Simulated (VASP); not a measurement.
# GaN (P6_3mc) in VASP: Born charges and dielectric tensor with LDA

Aim: the Born charges and dielectric tensor of GaN with LDA.

All numbers are computed with VASP 6.6.1; they aren't measurements. Logs are shortened: lines on timing, memory, paths and dates and some standing lists are left out, and cuts for length are marked.

### Step 1. The crystal as given

Symmetry: P6_3mc, No. 186, hexagonal system. The conventional cell has a = 3.157 Å, b = 3.157 Å, c = 5.146 Å, α = 90.00°, β = 90.00°, γ = 120.00°. Ga (site symmetry 3m) has 4 N at 1.93 to 1.94 Å as nearest neighbours. Around N (site symmetry 3m) lie 4 Ga at 1.93 to 1.94 Å.

The cell is a database's computed one.

### Step 2. Born charges and dielectric tensor, LDA

Contents of INCAR:

```
PREC = Accurate
ENCUT = 600
EDIFF = 1E-8
ISMEAR = 0
SIGMA = 0.02
LREAL = F
LASPH = T
NELM = 60
ALGO = Normal
ISIF = 2
LWAVE = F
LCHARG = F
GGA = CA
LEPSILON = T
IBRION = 8
NSW = 1
```

Contents of KPOINTS:

```
Automatic mesh
0
Gamma
  6 6 2
```

Contents of POSCAR:

```
GaN
1.0
    3.1569800000      0.0000000000      0.0000000000
   -1.5784900000      2.7340200000      0.0000000000
    0.0000000000      0.0000000000      5.1464800000
Ga N
2 2
Direct
    0.6666700000      0.3333300000      0.4992900000
    0.3333300000      0.6666700000      0.9992900000
    0.6666700000      0.3333300000      0.8757100000
    0.3333300000      0.6666700000      0.3757100000
```

Potentials or basis: VASP PAW LDA potentials, release 64 (Ga_d, N).

Launch:

```bash
$ cat potpaw_LDA.64/Ga_d/POTCAR potpaw_LDA.64/N/POTCAR > POTCAR
$ mpirun -np 1 vasp_std > vasp.out
```

OUTCAR:

```text
PREC = Accurate
   ENCUT = 600
   EDIFF = 1E-8
   ISMEAR = 0
   LREAL = F
   LASPH = T
   NELM = 60
   ISIF = 2
   GGA = CA
   LEPSILON = T
   IBRION = 8
   NSW = 1

 ion  position               nearest neighbor table
   1  0.667  0.333  0.499-   4 1.93   4 1.93   4 1.93   3 1.94
   2  0.333  0.667  0.999-   3 1.93   3 1.93   3 1.93   4 1.94
   3  0.667  0.333  0.876-   2 1.93   2 1.93   2 1.93   1 1.94
   4  0.333  0.667  0.376-   1 1.93   1 1.93   1 1.93   2 1.94

  LATTYP: Found a hexagonal cell.
 ALAT       =     3.1569800000
 C/A-ratio  =     1.6301908786

  Lattice vectors:

 A1 = (   3.1569800000,   0.0000000000,   0.0000000000)
 A2 = (  -1.5784900000,   2.7340200000,   0.0000000000)
 A3 = (   0.0000000000,   0.0000000000,   5.1464800000)

Analysis of symmetry for initial positions (statically):
=====================================================================
 Subroutine PRICEL returns:
 Original cell was already a primitive cell.

 Routine SETGRP: Setting up the symmetry group for a
 hexagonal supercell.

 Subroutine GETGRP returns: Found  4 space group operations
 (whereof  2 operations were pure point group operations)
 out of a pool of 24 trial point group operations.

The static configuration has the point symmetry C_1h.
 The point group associated with its full space group is C_2v.

Analysis of symmetry for dynamics (positions and initial velocities):
=====================================================================
 Subroutine PRICEL returns:
 Original cell was already a primitive cell.

 Routine SETGRP: Setting up the symmetry group for a
 hexagonal supercell.

 Subroutine GETGRP returns: Found  4 space group operations
 (whereof  2 operations were pure point group operations)
[... 876 lines left out ...]
 ---------------------------------------------------------------------------------
 ion    1
    1     2.60544    -0.00001    -0.00016
    2    -0.00001     2.60542     0.00009
    3     0.00002    -0.00001     2.72311
 ion    2
    1     2.60544    -0.00001     0.00016
    2    -0.00001     2.60542    -0.00009
    3    -0.00002     0.00001     2.72311
 ion    3
    1    -2.60544     0.00001    -0.00006
    2     0.00001    -2.60542     0.00004
    3     0.00001    -0.00000    -2.72311
 ion    4
    1    -2.60544     0.00001     0.00006
    2     0.00001    -2.60542    -0.00004
    3    -0.00001     0.00000    -2.72311

 INTERNAL STRAIN TENSOR FOR ION    4 for displacements in x,y,z  (eV/Angst):
          X           Y           Z          XY          YZ          ZX
  --------------------------------------------------------------------------------
  x    -0.00131    -0.00632     0.00200    -9.96724    -0.02318     5.64266
  y    -9.85308     9.85745    -0.00116    -0.18640     5.84815     0.03551
  z     5.69003     5.64358   -10.81026    -0.04021     0.03043    -0.17107

 SECOND DERIVATIVES (NOT SYMMETRIZED)
 ------------------------------------
               1X          1Y          1Z          2X          2Y          2Z          3X          3Y          3Z          4X          4Y          4Z
  1X   -14.008727    0.003062    0.001329    0.428056   -0.003338   -0.000612    1.082047   -0.002528   -0.003447   12.498624    0.002803    0.002730
  1Y     0.003062  -14.005141   -0.000767   -0.003338    0.424200    0.000353   -0.002528    1.079124    0.001990    0.002803   12.501817   -0.001576
  1Z     0.002855   -0.001648  -21.062673    0.000145   -0.000084    8.595188   -0.000990    0.000572    7.505884   -0.002010    0.001160    4.961602
  2X     0.428056   -0.003338    0.000612  -14.008727    0.003062   -0.001329   12.498624    0.002803   -0.002730    1.082047   -0.002528    0.003447
  2Y    -0.003338    0.424200   -0.000353    0.003062  -14.005141    0.000767    0.002803   12.501817    0.001576   -0.002528    1.079124   -0.001990
  2Z    -0.000145    0.000084    8.595188   -0.002855    0.001648  -21.062673    0.002010   -0.001160    4.961602    0.000990   -0.000572    7.505884
  3X     1.080355   -0.003053   -0.000756   12.495469    0.006537    0.001772  -14.165655   -0.004365    0.002667    0.589831    0.000881   -0.003683
  3Y    -0.003053    1.076826    0.000437    0.006537   12.502972   -0.001023   -0.004365  -14.170645   -0.001540    0.000881    0.590846    0.002126
  3Z     0.003084   -0.001781    7.387877    0.004232   -0.002444    5.101196   -0.003781    0.002183  -18.812313   -0.003536    0.002042    6.323239
  4X    12.495469    0.006537   -0.001772    1.080355   -0.003053    0.000756    0.589831    0.000881    0.003683  -14.165655   -0.004365   -0.002667
  4Y     0.006537   12.502972    0.001023   -0.003053    1.076826   -0.000437    0.000881    0.590846   -0.002126   -0.004365  -14.170645    0.001540
  4Z    -0.004232    0.002444    5.101196   -0.003084    0.001781    7.387877    0.003536   -0.002042    6.323239    0.003781   -0.002183  -18.812313

 Eigenvectors and eigenvalues of the dynamical matrix
 ----------------------------------------------------

   1 f  =   20.972047 THz   131.771259 2PiTHz  699.552198 cm-1    86.733379 meV
             X         Y         Z           dx          dy          dz
      1.578506  0.911331  2.569586     0.000016   -0.000009    0.039716
     -0.000016  1.822689  5.142826     0.000016   -0.000009   -0.039716
      1.578506  0.911331  4.506824    -0.000034    0.000019   -0.705991
     -0.000016  1.822689  1.933584    -0.000034    0.000019    0.705991
[... 71 lines left out ...]
  12 f/i=    0.005239 THz     0.032915 2PiTHz    0.174739 cm-1     0.021665 meV
             X         Y         Z           dx          dy          dz
      1.578506  0.911331  2.569586     0.000055   -0.000032    0.645373
     -0.000016  1.822689  5.142826    -0.000055    0.000032    0.645373
      1.578506  0.911331  4.506824    -0.000012    0.000007    0.288953
     -0.000016  1.822689  1.933584     0.000012   -0.000007    0.288953

--------------------------------------------------------------------------------------------------------

 MACROSCOPIC STATIC DIELECTRIC TENSOR IONIC CONTRIBUTION
 ------------------------------------------------------
           4.073160    -0.000602     0.000000
          -0.000602     4.072450     0.000000
           0.000000     0.000000     4.841591
 ------------------------------------------------------

 ELASTIC MODULI CONTR FROM IONIC RELAXATION (kBar)
 Direction    XX          YY          ZZ          XY          YZ          ZX
 --------------------------------------------------------------------------------
 XX        -671.4395    294.5148    359.9275      2.9108     -0.0000      0.0000
 YY         294.5148   -659.7553    348.5171      7.2039      0.0000     -0.0000
 ZZ         359.9275    348.5171   -676.2566     -9.8806      0.0000      0.0000
 XY           2.9108      7.2039     -9.8806   -494.1932      0.0000     -0.0000
 YZ          -0.0000      0.0000      0.0000      0.0000   -167.4947     -1.3295
 ZX           0.0000     -0.0000      0.0000     -0.0000     -1.3295   -173.6945
 --------------------------------------------------------------------------------

 PIEZOELECTRIC TENSOR IONIC CONTR  for field in x, y, z        (C/m^2)
          XX          YY          ZZ          XY          YZ          ZX
  --------------------------------------------------------------------------------
  x     0.00000    -0.00000     0.00000    -0.00000    -0.00463    -0.79113
  y    -0.00000     0.00000     0.00000     0.00000    -0.77673    -0.00187
  z    -0.90632    -0.87736     1.70264     0.02507    -0.00000    -0.00000
```

Wall time 7.7 min (1 thread of AMD EPYC 9R45 (Zen 5), shared host); peak memory 0.28 GiB.

What came out:

```
Band gap on the k mesh                                  : 2.11 eV, direct
Electronic dielectric tensor (diagonal)                 : 6.27, 6.27, 6.39
Born charges (mean of the diagonal)                     : Ga +2.64; N -2.64 e
Highest phonon frequency at Γ, LO-TO splitting left out : 700 cm⁻¹
```

Phonon frequencies in cm⁻¹ (negative: imaginary):
```csv
q point,frequencies
"(0.000, 0.000, 0.000)",0 0 0 139 139 338 540 563 563 569 569 700
```

Electronic dielectric tensor:
```
6.27 0.00 0.00
0.00 6.27 0.00
0.00 0.00 6.39
```

Born effective charge tensors (e):
atom 1, Ga
```
2.61 0.00 0.00
0.00 2.61 0.00
0.00 0.00 2.72
```
atom 2, Ga
```
2.61 0.00 0.00
0.00 2.61 0.00
0.00 0.00 2.72
```
atom 3, N
```
-2.61  0.00  0.00
 0.00 -2.61  0.00
 0.00  0.00 -2.72
```
atom 4, N
```
-2.61  0.00  0.00
 0.00 -2.61  0.00
 0.00  0.00 -2.72
```

Caveat: the k mesh is coarse (spacing up to 0.61 Å⁻¹), so the values aren't converged. As with any semilocal functional, this LDA gap is likely too small.
